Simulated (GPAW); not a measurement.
Runs of GPAW 26.7.0 on BaS. Symmetry: Fm-3m, No. 225, cubic system. Conventional cell: a = 6.388 Å, b = 6.388 Å, c = 6.388 Å, α = 90.00°, β = 90.00°, γ = 90.00°. Around Ba (site symmetry m-3m) lie 6 S at 3.19 Å. Around S (site symmetry m-3m) lie 6 Ba at 3.19 Å. 

```csv
task,level,potentials or basis,cell,smearing,eigensolver,optimizer,fmax,max steps,convergence,gap on the mesh (eV),pressure (GPa),relaxed volume (Å³/atom)
relaxation of cell and atoms,BLYP+D4,"PAW data sets generated in the run's folder for this functional, pw",relaxed,fermi-dirac 0.05 eV,davidson,BFGS,0.05 eV/Å,100,density=1e-05 forces=0.0001,2.31,0.0,33.44
single point,RPBE,"the program's PAW data sets (release 1.2.1) made for this functional, pw",as given,gaussian 0.05 eV,-,-,-,-,-,2.34,(b),-
relaxation of cell and atoms,revPBE+D4,"the program's PAW data sets (release 1.2.1) made for this functional, pw",relaxed to 20 GPa,fermi-dirac 0.05 eV,-,LBFGS,0.02 eV/Å,100,density=1e-05 forces=0.0001,1.59,20.0,-
relaxation of cell and atoms,RPBE+D4,"the program's PAW data sets (release 1.2.1) made for this functional, pw",relaxed,fermi-dirac 0.05 eV,-,LBFGS,0.02 eV/Å,100,density=1e-05 forces=0.0001,(a),0.0,33.23
relaxation of cell and atoms,revPBE+D3(BJ),"the program's PAW data sets (release 1.2.1) made for this functional, pw",relaxed,fermi-dirac 0.05 eV,-,BFGS,0.01 eV/Å,60,density=1e-05 forces=0.0001,2.29,0.0,32.45
```

Alike in all rows: no spin polarisation; k mesh 7 × 7 × 7; cutoff (eV) 600.

Problem. Estimate the missing entries.

Solution. (a) 2.37; (b) 2.8.

Caveats: spin-orbit coupling is left out, which moves the levels of the heavy elements; an odd mesh through Γ misses points on the zone boundary, where band edges often lie; later steps reuse the first step's grids (some runs); the volume moved by over 15 % at a fixed basis, so the end points are rough (some runs).

A k mesh can miss the band edges, and the runs leave out spin-orbit coupling on Ba.

Runs at the PBE level aren't shown here.
